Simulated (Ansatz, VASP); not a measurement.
One calculation of Sb, two programs

File INCAR:

```
ALGO     = Normal         # electronic algorithm
EDIFF    = 1E-8           # SCF threshold, eV
ENCUT    = 520            # plane-wave cutoff, eV
GGA      = PS             # functional
ISIF     = 2              # what is computed and relaxed
ISMEAR   = -1             # smearing method
LASPH    = True           # aspherical terms in the spheres
LCHARG   = False          # write CHGCAR
LEFG     = True         
LREAL    = False          # projectors in reciprocal space
LWAVE    = False          # write WAVECAR
NBANDS   = 8              # bands
NELM     = 60             # most SCF steps
PREC     = Accurate       # precision mode
SIGMA    = 0.05           # smearing width, eV
```

KPOINTS

```
k-points
0
Gamma
  12 12 12
```

Contents of POSCAR:

```
Sb
1.0
    0.0000000000      2.2856293363      2.2856293363
    2.2856293363      0.0000000000      2.2856293363
    2.2856293363      2.2856293363      0.0000000000
Sb
1
Direct
    0.0000000000      0.0000000000      0.0000000000
```

Input for Ansatz:

```yaml
crystal:
  lattice:
    - [0.0, 2.2856293363, 2.2856293363]
    - [2.2856293363, 0.0, 2.2856293363]
    - [2.2856293363, 2.2856293363, 0.0]
  atoms:
    - { symbol: Sb, position: [0.0, 0.0, 0.0] }
kpoints:
  mp_grid: { grid: [12, 12, 12] }
scf:
  occupations: { method: fermi_dirac, width: 0.05 }
hamiltonian:
  xc: pbesol
  pseudopotentials: { kind: paw }
output:
  forces: true
  stress: true
  eigenvalues: true
  efg: { contact_densities: true }
```

Change from the starting cell: volume scaled by 0.975, PAW files.

Alike in both runs: task electric field gradients; functional PBEsol; k mesh 12 × 12 × 12; occupations fermi-dirac, width 0.05 eV; no spin polarisation.

|  | VASP | Ansatz |
| --- | --- | --- |
| version | VASP 6.6.1 | Ansatz 0.2.0 |
| potentials or method | VASP PAW PBE potentials, release 64 (Sb) | PAW with Ansatz's default frozen-core files, scalar-relativistic |
| plane-wave cutoff (eV) | 520 | 420 |
| valence electrons in the cell | 5 | 15 |

VASP gave:

| Item | Value |
| --- | --- |
| pressure (GPa) | 7.6 |
| Vzz of the field gradient on the site that differs most (V/Å²) | 0.0 |

Task: Estimate Ansatz's values.

Result: Pressure (GPa): 7.5; Vzz of the field gradient on the site that differs most (V/Å²): 0.0.

The two sets of potentials don't hold the same shells in valence. Ansatz warned: «gradients_without_spin_orbit».

Caveats: the PAW data sets were made with another functional, which shifts forces and pressure a little (VASP). Spin-orbit coupling is left out, which matters for the levels of Sb.
